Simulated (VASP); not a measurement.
Level of theory: PBE GGA with D3 dispersion (zero damping), VASP's PBE PAW potentials (set 64) (plane waves; VASP).

VASP input:

**KPOINTS**
```
Automatic mesh
0
Gamma
6 6 6
0 0 0
```

INCAR:
```
SYSTEM = CsI
PREC = Accurate; ENCUT = 520; LREAL = F
LASPH = T
EDIFF = 1E-7; NELM = 100; ALGO = Normal
LMAXMIX = 4
ISMEAR = 0; SIGMA = 0.05
GGA = PE; IVDW = 11
ISIF = 2
LWAVE = F; LCHARG = F
```

POSCAR:
```
CsI
4.7621590
  0.9999999818   0.0000000000   0.0000000000
  0.0000000000   0.9999999818   0.0000000000
  0.0000000000   0.0000000000   0.9999999818
Cs I
1 1
Cart
  0.0000000000   0.0000000000   0.0000000000
  0.4999999909   0.4999999909   0.4999999909
```

POTCAR, in this order: Cs_sv I (PBE.64 set). Program: vasp_std.

Output of the run:

### OUTCAR
```
 ion  position               nearest neighbor table
   1  0.000  0.000  0.000-
   2  0.500  0.500  0.500-
  LATTYP: Found a simple cubic cell.
 ALAT       =     4.7621589131
 Subroutine PRICEL returns:
 Original cell was already a primitive cell.
 Subroutine GETGRP returns: Found 48 space group operations
The static configuration has the point symmetry O_h .
The dynamic configuration has the point symmetry O_h .
 Subroutine INISYM returns: Found 48 space group operations
 Subroutine IBZKPT returns following result:
 Found     20 irreducible k-points:

 Following reciprocal coordinates:
            Coordinates               Weight
  0.000000  0.000000  0.000000      1.000000
  0.166667  0.000000  0.000000      6.000000
  0.333333  0.000000  0.000000      6.000000
  0.500000  0.000000  0.000000      3.000000
  0.166667  0.166667  0.000000     12.000000
  0.333333  0.166667  0.000000     24.000000
  0.500000  0.166667  0.000000     12.000000
  0.333333  0.333333  0.000000     12.000000
  0.500000  0.333333  0.000000     12.000000
  0.500000  0.500000  0.000000      3.000000
  0.166667  0.166667  0.166667      8.000000
  0.333333  0.166667  0.166667     24.000000
  0.500000  0.166667  0.166667     12.000000
  0.333333  0.333333  0.166667     24.000000
  0.500000  0.333333  0.166667     24.000000
  0.500000  0.500000  0.166667      6.000000
  0.333333  0.333333  0.333333      8.000000
  0.500000  0.333333  0.333333     12.000000
  0.500000  0.500000  0.333333      6.000000
  0.500000  0.500000  0.500000      1.000000
   k-points           NKPTS =     20   k-points in BZ     NKDIM =     20   number of bands    NBANDS=     12
   number of dos      NEDOS =    301   number of ions     NIONS =      2
   total plane-waves  NPLWV =  46656
   dimension x,y,z NGX =    36 NGY =   36 NGZ =   36
...
```

OSZICAR:
```
       N       E                     dE             d eps       ncg     rms          rms(c)
DAV:   1     0.949195761979E+02    0.94920E+02   -0.59282E+03   480   0.107E+03
DAV:   2     0.301576113367E+01   -0.91904E+02   -0.86531E+02   712   0.165E+02
DAV:   3    -0.547249432074E+01   -0.84883E+01   -0.84701E+01   600   0.567E+01
DAV:   4    -0.560258297310E+01   -0.13009E+00   -0.13003E+00   564   0.875E+00
DAV:   5    -0.560444014293E+01   -0.18572E-02   -0.18571E-02   620   0.111E+00    0.155E+00
DAV:   6    -0.546041992805E+01    0.14402E+00   -0.19166E-01   540   0.194E+00    0.116E+00
DAV:   7    -0.542846853289E+01    0.31951E-01   -0.16172E-01   572   0.185E+00    0.625E-01
DAV:   8    -0.543255197267E+01   -0.40834E-02   -0.12363E-02   536   0.709E-01    0.738E-02
DAV:   9    -0.543302985507E+01   -0.47788E-03   -0.18576E-03   592   0.247E-01    0.807E-02
DAV:  10    -0.543308934586E+01   -0.59491E-04   -0.14501E-04   556   0.895E-02    0.157E-02
DAV:  11    -0.543308557868E+01    0.37672E-05   -0.43760E-05   596   0.295E-02    0.617E-03
DAV:  12    -0.543308687231E+01   -0.12936E-05   -0.59813E-06   556   0.162E-02    0.923E-04
DAV:  13    -0.543308690649E+01   -0.34173E-07   -0.94632E-08   440   0.258E-03
   1 F= -.59243551E+01 E0= -.59243551E+01  d E =-.101592E-13
```

### OUTCAR
```
------------------------ aborting loop because EDIFF is reached ----------------------------------------
 Edisp (eV)   -0.49127
  FORCE on cell =-STRESS in cart. coord.  units (eV):
  Direction    XX          YY          ZZ          XY          YZ          ZX
  --------------------------------------------------------------------------------------
  Total      -0.32753    -0.32753    -0.32753     0.00000     0.00000     0.00000
  in kB      -4.85900    -4.85900    -4.85900     0.00000     0.00000     0.00000
  external pressure =       -4.86 kB  Pullay stress =        0.00 kB
  volume of cell :      108.00
      direct lattice vectors                 reciprocal lattice vectors
     4.762158913  0.000000000  0.000000000     0.209988793  0.000000000  0.000000000
     0.000000000  4.762158913  0.000000000     0.000000000  0.209988793  0.000000000
     0.000000000  0.000000000  4.762158913     0.000000000  0.000000000  0.209988793
 POSITION                                       TOTAL-FORCE (eV/Angst)
 -----------------------------------------------------------------------------------
      0.00000      0.00000      0.00000         0.000000      0.000000      0.000000
      2.38108      2.38108      2.38108         0.000000      0.000000      0.000000
 -----------------------------------------------------------------------------------
    total drift:                               -0.000000      0.000000      0.000000
  FREE ENERGIE OF THE ION-ELECTRON SYSTEM (eV)
  ---------------------------------------------------
  free  energy   TOTEN  =        -5.9243550594 eV

  energy  without entropy=       -5.9243550594  energy(sigma->0) =       -5.92435506
```
(Selected blocks of OUTCAR.)

The compound is CsI in the CsCl type structure. This cell is one point of a volume scan, at 1.06 of the reference volume.
